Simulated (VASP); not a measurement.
A run of VASP 6.6.1 is set up as follows.

The input INCAR:

```
PREC = Accurate
ENCUT = 300
EDIFF = 1E-7
ISMEAR = 1
SIGMA = 0.1
LREAL = False
LASPH = True
NELM = 80
ALGO = Normal
ISIF = 3
LWAVE = False
LCHARG = False
GGA = PE
IBRION = 2
NSW = 90
EDIFFG = -0.005
```

File KPOINTS:

```
regular mesh
0
Gamma
  6 6 4
```

File POSCAR:

```
TiS2                                    
1.0
    3.3881637173     -0.0000000000      0.0000000000
   -1.6940818586      2.9342358513      0.0000000000
   -0.0000000000      0.0000000000      6.0648801583
  Ti              S             
     1     2
Direct
     0.0000000000000000    0.0000000000000000    0.0000000000000000
     0.3333333332999970    0.6666666667000030    0.2362972499051771
     0.6666666667000030    0.3333333332999970    0.7637027500948230
```

Potentials or basis: VASP PAW PBE potentials, release 64 (Ti, S).

Launch:

```console
$ cat potpaw_PBE.64/Ti/POTCAR potpaw_PBE.64/S/POTCAR > POTCAR
$ mpirun -np 1 vasp_std > vasp.out
```

Problem. What does it give for the relaxed cell?

Solution. a = 3.383 Å, b = 3.383 Å, c = 6.201 Å, α = 90.00°, β = 90.00°, γ = 120.00°.

Problem. Predict the relaxed volume.

Solution. 20.49 Å³/atom.

Problem. Predict the band gap on the k mesh.

Solution. None (metal or under the smearing width).

Final structure:
```
Ti S
1.0
     3.38329    0.00000    0.00000
    -1.69164    2.93001    0.00000
     0.00000    0.00000    6.20054
Ti S
1 2
Direct
  0.00000 0.00000 0.00000
  0.33333 0.66667 0.23176
  0.66667 0.33333 0.76823
```

Caveat: the cutoff is under 1.25 times the usual one of these potentials, so pressure, stress and relaxed cells hold a basis-set (Pulay) error; this functional lacks dispersion, which binds the layers, so the pressure and a relaxed spacing across them are unreliable. PBE usually gives volumes a little too large and moduli too small.
